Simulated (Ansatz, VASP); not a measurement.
**One calculation of Na, two programs**

```
Na
1.0
     3.51879    0.00000    0.00000
     0.00000    3.51879    0.00000
     0.00000    0.00000    3.51879
Na
1
Direct
  0.00000 0.00000 0.00000
```

Alike in both runs: task single point; functional PBEsol; k mesh 11 × 11 × 11; occupations fermi-dirac, width 0.1 eV; no spin polarisation.

```csv
,VASP,Ansatz
version,VASP 6.6.1,Ansatz 0.2.0
potentials or method,"VASP PAW PBE potentials, release 64 (Na_pv)","plane waves (420 eV) with PAW, scalar-relativistic"
plane-wave cutoff (eV),520,420
valence electrons in the cell,7,9
```

```csv
,VASP,Ansatz,Ansatz less VASP
pressure (GPa),-0.6,-0.6,0.00
```

The functional is the same, so the differences come from potentials, cutoffs and numerics. The two sets of potentials don't hold the same shells in valence. Ansatz warned: «pseudo_functional_mismatch».

Caveats: the PAW data sets were made with another functional, which shifts forces and pressure a little (VASP).
